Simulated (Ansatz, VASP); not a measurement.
**One calculation of ZrH3, two programs**

File INCAR:

```
SYSTEM = ZrH3
PREC     = Accurate       ! precision mode
ENCUT    = 520            ! plane-wave cutoff, eV
EDIFF    = 1E-6           ! SCF threshold, eV
ISMEAR   = 0              ! smearing method
SIGMA    = 0.1            ! smearing width, eV
LREAL    = .FALSE.        ! projectors in reciprocal space
LASPH    = .TRUE.         ! aspherical terms in the spheres
NELM     = 100            ! most SCF steps
ALGO     = Normal         ! electronic algorithm
ISIF     = 2              ! what is computed and relaxed
LWAVE    = .FALSE.        ! write WAVECAR
LCHARG   = .FALSE.        ! write CHGCAR
GGA      = PS             ! functional
NBANDS   = 16             ! bands
```

The input KPOINTS:

```
Automatic mesh
0
G
  6 6 6
  0 0 0
```

File POSCAR:

```
ZrH3
1.0
    3.2357896826      0.0000000000      0.0000000000
    0.0000000000      3.2357896826      0.0000000000
    0.0000000000      0.0000000000      3.2357896826
Zr H
1 3
Direct
    0.0000000000      0.0000000000      0.0000000000
    0.0000000000      0.5000000000      0.5000000000
    0.5000000000      0.0000000000      0.5000000000
    0.5000000000      0.5000000000      0.0000000000
```

Input for Ansatz:

```yaml
crystal:
  lattice:
    - [3.2357896826, 0.0, 0.0]
    - [0.0, 3.2357896826, 0.0]
    - [0.0, 0.0, 3.2357896826]
  atoms:
    - { symbol: Zr, position: [0.0, 0.0, 0.0] }
    - { symbol: H, position: [0.0, 0.5, 0.5] }
    - { symbol: H, position: [0.5, 0.0, 0.5] }
    - { symbol: H, position: [0.5, 0.5, 0.0] }
basis:
  ecutwfc: 420
kpoints:
  mp_grid: { grid: [6, 6, 6] }
hamiltonian:
  xc: pbesol
scf:
  occupations: { method: gaussian, width: 0.1 }
output:
  forces: true
  stress: true
  eigenvalues: true
```

Alike in both runs: task single point; functional PBEsol; k mesh 6 × 6 × 6; occupations gaussian, width 0.1 eV; no spin polarisation.

|  | VASP | Ansatz |
| --- | --- | --- |
| version | VASP 6.6.1 | Ansatz 0.2.0 |
| potentials or method | VASP PAW PBE potentials, release 64 (Zr_sv, H) | scalar-relativistic, plane waves, PAW |
| plane-wave cutoff (eV) | 520 | 420 |
| valence electrons in the cell | 15 | 15 |

|  | VASP | Ansatz | Ansatz less VASP |
| --- | --- | --- | --- |
| gap on the k mesh at the Fermi level (eV) | none | none | - |
| pressure (GPa) | -14.4 | -14.4 | +0.03 |

A gap of «none» marks a metal or a gap that the smearing closes. The functional is the same, so the differences come from potentials, cutoffs and numerics.

Caveats: the PAW data sets were made with another functional, which shifts forces and pressure a little (VASP).
